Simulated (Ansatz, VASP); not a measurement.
This is a calculation of Cd for Ansatz 0.2.0.

The input input.yaml:

```yaml
crystal:
  lattice:
    - [0.0, 2.21814975, 2.21814975]
    - [2.21814975, 0.0, 2.21814975]
    - [2.21814975, 2.21814975, 0.0]
  atoms:
    - { symbol: Cd, position: [0.0, 0.0, 0.0], spin: 0.5 }
hamiltonian:
  xc: blyp
  pseudopotentials: { kind: paw }
  dispersion: d4
magnetization:
  spin_polarized: true
kpoints:
  mp_grid: { grid: [10, 10, 10] }
scf:
  occupations: { method: fermi_dirac, width: 0.025 }
output:
  forces: true
  stress: true
  eigenvalues: true
```

Potentials or basis: Ansatz PAW.

Command:

```console
$ ansatz run input.yaml --threads 1 --pin off --max-ram 2560MiB --backend cpu --events-out ev --progress --plain --runs-dir out
```

Problem. Set up the same calculation for VASP 6.6.1. Potentials there: VASP PAW PBE potentials, release 64 (Cd).

Solution. As run (the cutoff follows the program's own potentials):

Contents of INCAR:

```
SYSTEM = Cd
  PREC = Accurate
  ENCUT = 520
  EDIFF = 1E-7
  ISMEAR = -1
  SIGMA = 0.025
  LREAL = .False.
  LASPH = .True.
  NELM = 150
  ALGO = Normal
  ISIF = 2
  LWAVE = .False.
  LCHARG = .False.
  ISPIN = 2
  MAGMOM = 0.5
  LORBIT = 11
  GGA = B5
  ALDAX = 1.0
  AGGAX = 1.0
  AGGAC = 1.0
  ALDAC = 0.0
  IVDW = 13
  VDW_S6 = 1.0
  VDW_S8 = 2.34076671
  VDW_A1 = 0.44488865
  VDW_A2 = 4.0933009
  NBANDS = 16
```

The input KPOINTS:

```
Automatic mesh
0
Gamma
  10 10 10
  0 0 0
```

File POSCAR:

```
Cd
1.0
    0.0000000000      2.2181497500      2.2181497500
    2.2181497500      0.0000000000      2.2181497500
    2.2181497500      2.2181497500      0.0000000000
Cd
1
Direct
    0.0000000000      0.0000000000      0.0000000000
```

Potentials or basis: VASP PAW PBE potentials, release 64 (Cd).

Launch:

```console
$ cat potpaw_PBE.64/Cd/POTCAR > POTCAR
$ mpirun -np 1 vasp_std > vasp.out
```

Both were run:

|  | VASP | Ansatz | Ansatz less VASP |
| --- | --- | --- | --- |
| gap on the k mesh at the Fermi level (eV) | none | none | - |
| pressure (GPa) | 2.2 | 1.8 | -0.43 |
| net moment per atom (μB) | 0.00 | 0.00 | 0.000 |
| dispersion energy (meV/atom) | -766.1 | -766.3 | -0.18 |

A gap of «none» marks a metal or a gap that the smearing closes. The two sets of potentials don't hold the same shells in valence.

Caveats: pairwise dispersion overbinds metals, which lowers pressure and volume; the PAW data sets were made with another functional, which shifts forces and pressure a little (VASP); the PAW data sets come from PBE, with cores solved anew for the run's functional, which leaves a small shift of forces and pressure (Ansatz); the starting moments weren't kept (Ansatz).
